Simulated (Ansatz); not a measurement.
# (111) slab of diamond, 29.2 Å thick as cut, ended by F

Ansatz, PAW, plane waves, no spin–orbit coupling unless named; atoms relaxed with PBEsol, the curve by HSE06. The curve holds the local part of the PAW potentials, so its shape inside matter depends on the files.

```xyz
32
Lattice="1.7769 -1.7769 0.0000 0.0000 1.7769 -1.7769 25.8295 25.8295 25.8295" Properties=species:S:1:pos:R:3 pbc="T T T"
C    23.1274   21.3505   19.5821
C     8.9189    7.1428    5.3679
C    12.4714   10.6952    8.9217
C    16.0239   14.2475   12.4759
C    19.5763   17.7997   16.0301
C     6.2560    4.4800    2.7047
C     9.8071    8.0310    6.2564
C    13.3597   11.5834    9.8103
C    16.9121   15.1356   13.3646
C    20.4646   18.6878   16.9187
C     5.3627    5.3637    3.5884
C     8.9185    8.9192    7.1447
C    12.4710   12.4716   10.6987
C    16.0234   16.0238   14.2530
C    19.5760   19.5761   17.8071
C     6.2539    6.2548    4.4795
C     9.8067    9.8075    8.0333
C    13.3592   13.3599   11.5873
C    16.9116   16.9120   15.1416
C    20.4643   20.4643   18.6956
C     7.1423    5.3663    5.3679
C    10.6950    8.9188    8.9216
C    14.2474   12.4712   12.4757
C    17.7999   16.0233   16.0300
C    21.3526   19.5758   19.5840
C     8.0306    6.2545    6.2565
C    11.5832    9.8070    9.8102
C    15.1357   13.3593   13.3644
C    18.6881   16.9114   16.9186
C    22.2438   20.4669   20.4753
F    23.9130   22.1359   20.3678
F     5.4704    3.6945    1.9190
```

Planar mean of the electrostatic potential energy along the normal, from the vacuum level:

```json
{"z (Å)": "0.00", "v (eV)": "0.00"}
{"z (Å)": "0.30", "v (eV)": "0.00"}
{"z (Å)": "0.60", "v (eV)": "0.00"}
{"z (Å)": "1.04", "v (eV)": "0.00"}
{"z (Å)": "1.34", "v (eV)": "0.00"}
{"z (Å)": "1.64", "v (eV)": "0.00"}
{"z (Å)": "1.94", "v (eV)": "0.00"}
{"z (Å)": "2.39", "v (eV)": "0.00"}
{"z (Å)": "2.68", "v (eV)": "0.00"}
{"z (Å)": "2.98", "v (eV)": "0.00"}
{"z (Å)": "3.28", "v (eV)": "0.00"}
{"z (Å)": "3.73", "v (eV)": "0.00"}
{"z (Å)": "4.03", "v (eV)": "0.00"}
{"z (Å)": "4.32", "v (eV)": "0.00"}
{"z (Å)": "4.62", "v (eV)": "-0.01"}
{"z (Å)": "5.07", "v (eV)": "-0.08"}
{"z (Å)": "5.37", "v (eV)": "-0.31"}
{"z (Å)": "5.67", "v (eV)": "-1.09"}
{"z (Å)": "5.97", "v (eV)": "-6.55"}
{"z (Å)": "6.41", "v (eV)": "-12.62"}
{"z (Å)": "6.71", "v (eV)": "-11.99"}
{"z (Å)": "7.01", "v (eV)": "-9.01"}
{"z (Å)": "7.31", "v (eV)": "-13.90"}
{"z (Å)": "7.75", "v (eV)": "-26.16"}
{"z (Å)": "8.05", "v (eV)": "-28.80"}
{"z (Å)": "8.35", "v (eV)": "-24.25"}
{"z (Å)": "8.65", "v (eV)": "-16.01"}
{"z (Å)": "9.10", "v (eV)": "-9.81"}
{"z (Å)": "9.39", "v (eV)": "-15.21"}
{"z (Å)": "9.69", "v (eV)": "-23.53"}
{"z (Å)": "9.99", "v (eV)": "-28.68"}
{"z (Å)": "10.44", "v (eV)": "-23.45"}
{"z (Å)": "10.74", "v (eV)": "-15.12"}
{"z (Å)": "11.04", "v (eV)": "-9.81"}
{"z (Å)": "11.33", "v (eV)": "-12.34"}
{"z (Å)": "11.78", "v (eV)": "-24.44"}
{"z (Å)": "12.08", "v (eV)": "-28.85"}
{"z (Å)": "12.38", "v (eV)": "-26.10"}
{"z (Å)": "12.68", "v (eV)": "-18.36"}
{"z (Å)": "13.12", "v (eV)": "-9.70"}
{"z (Å)": "13.42", "v (eV)": "-13.19"}
{"z (Å)": "13.72", "v (eV)": "-21.52"}
{"z (Å)": "14.02", "v (eV)": "-27.98"}
{"z (Å)": "14.47", "v (eV)": "-25.31"}
{"z (Å)": "14.76", "v (eV)": "-17.31"}
{"z (Å)": "15.06", "v (eV)": "-10.45"}
{"z (Å)": "15.36", "v (eV)": "-10.93"}
{"z (Å)": "15.81", "v (eV)": "-22.50"}
{"z (Å)": "16.11", "v (eV)": "-28.38"}
{"z (Å)": "16.40", "v (eV)": "-27.48"}
{"z (Å)": "16.70", "v (eV)": "-20.53"}
{"z (Å)": "17.15", "v (eV)": "-10.08"}
{"z (Å)": "17.45", "v (eV)": "-11.55"}
{"z (Å)": "17.75", "v (eV)": "-19.40"}
{"z (Å)": "18.04", "v (eV)": "-26.81"}
{"z (Å)": "18.49", "v (eV)": "-26.88"}
{"z (Å)": "18.79", "v (eV)": "-19.50"}
{"z (Å)": "19.09", "v (eV)": "-11.61"}
{"z (Å)": "19.39", "v (eV)": "-10.05"}
{"z (Å)": "19.83", "v (eV)": "-20.42"}
{"z (Å)": "20.13", "v (eV)": "-27.43"}
{"z (Å)": "20.43", "v (eV)": "-28.42"}
{"z (Å)": "20.73", "v (eV)": "-22.60"}
{"z (Å)": "21.18", "v (eV)": "-10.99"}
{"z (Å)": "21.47", "v (eV)": "-10.40"}
{"z (Å)": "21.77", "v (eV)": "-17.20"}
{"z (Å)": "22.07", "v (eV)": "-25.23"}
{"z (Å)": "22.52", "v (eV)": "-28.03"}
{"z (Å)": "22.82", "v (eV)": "-21.62"}
{"z (Å)": "23.11", "v (eV)": "-13.29"}
{"z (Å)": "23.41", "v (eV)": "-9.70"}
{"z (Å)": "23.86", "v (eV)": "-18.26"}
{"z (Å)": "24.16", "v (eV)": "-26.03"}
{"z (Å)": "24.46", "v (eV)": "-28.86"}
{"z (Å)": "24.76", "v (eV)": "-24.54"}
{"z (Å)": "25.20", "v (eV)": "-12.43"}
{"z (Å)": "25.50", "v (eV)": "-9.80"}
{"z (Å)": "25.80", "v (eV)": "-15.03"}
{"z (Å)": "26.10", "v (eV)": "-23.37"}
{"z (Å)": "26.54", "v (eV)": "-28.71"}
{"z (Å)": "26.84", "v (eV)": "-23.63"}
{"z (Å)": "27.14", "v (eV)": "-15.31"}
{"z (Å)": "27.44", "v (eV)": "-9.85"}
{"z (Å)": "27.89", "v (eV)": "-16.06"}
{"z (Å)": "28.18", "v (eV)": "-24.29"}
{"z (Å)": "28.48", "v (eV)": "-28.83"}
{"z (Å)": "28.78", "v (eV)": "-26.24"}
{"z (Å)": "29.23", "v (eV)": "-14.31"}
{"z (Å)": "29.53", "v (eV)": "-9.71"}
{"z (Å)": "29.83", "v (eV)": "-13.03"}
{"z (Å)": "30.12", "v (eV)": "-21.34"}
{"z (Å)": "30.57", "v (eV)": "-28.91"}
{"z (Å)": "30.87", "v (eV)": "-25.46"}
{"z (Å)": "31.17", "v (eV)": "-17.50"}
{"z (Å)": "31.47", "v (eV)": "-10.52"}
{"z (Å)": "31.91", "v (eV)": "-13.95"}
{"z (Å)": "32.21", "v (eV)": "-22.32"}
{"z (Å)": "32.51", "v (eV)": "-28.31"}
{"z (Å)": "32.81", "v (eV)": "-27.58"}
{"z (Å)": "33.26", "v (eV)": "-16.44"}
{"z (Å)": "33.55", "v (eV)": "-10.13"}
{"z (Å)": "33.85", "v (eV)": "-11.42"}
{"z (Å)": "34.15", "v (eV)": "-19.20"}
{"z (Å)": "34.60", "v (eV)": "-28.61"}
{"z (Å)": "34.90", "v (eV)": "-26.98"}
{"z (Å)": "35.19", "v (eV)": "-19.69"}
{"z (Å)": "35.49", "v (eV)": "-11.73"}
{"z (Å)": "35.94", "v (eV)": "-12.02"}
{"z (Å)": "36.24", "v (eV)": "-20.08"}
{"z (Å)": "36.54", "v (eV)": "-27.25"}
{"z (Å)": "36.83", "v (eV)": "-28.46"}
{"z (Å)": "37.28", "v (eV)": "-18.58"}
{"z (Å)": "37.58", "v (eV)": "-10.19"}
{"z (Å)": "37.88", "v (eV)": "-10.33"}
{"z (Å)": "38.18", "v (eV)": "-12.88"}
{"z (Å)": "38.62", "v (eV)": "-9.58"}
{"z (Å)": "38.92", "v (eV)": "-3.39"}
{"z (Å)": "39.22", "v (eV)": "-0.60"}
{"z (Å)": "39.52", "v (eV)": "-0.16"}
{"z (Å)": "39.97", "v (eV)": "-0.02"}
{"z (Å)": "40.26", "v (eV)": "-0.01"}
{"z (Å)": "40.56", "v (eV)": "0.00"}
{"z (Å)": "40.86", "v (eV)": "0.00"}
{"z (Å)": "41.31", "v (eV)": "0.00"}
{"z (Å)": "41.61", "v (eV)": "0.00"}
{"z (Å)": "41.90", "v (eV)": "0.00"}
{"z (Å)": "42.20", "v (eV)": "0.00"}
{"z (Å)": "42.65", "v (eV)": "0.00"}
{"z (Å)": "42.95", "v (eV)": "0.00"}
{"z (Å)": "43.25", "v (eV)": "0.00"}
{"z (Å)": "43.54", "v (eV)": "0.00"}
{"z (Å)": "43.99", "v (eV)": "0.00"}
{"z (Å)": "44.29", "v (eV)": "0.00"}
{"z (Å)": "44.59", "v (eV)": "0.00"}
```

Task: How far below the vacuum level do the top filled and the lowest empty level lie, by each functional?

Result: PBEsol: 7.72 and 3.63 eV (gap 4.09 eV, a 6×6×1 mesh); HSE06: 8.73 and 2.96 eV (gap 5.77 eV, a 4×4×1 mesh); r²SCAN: 7.99 and 3.26 eV (gap 4.73 eV, a 4×4×1 mesh). Either level can be a surface state and not a band edge of the crystal.
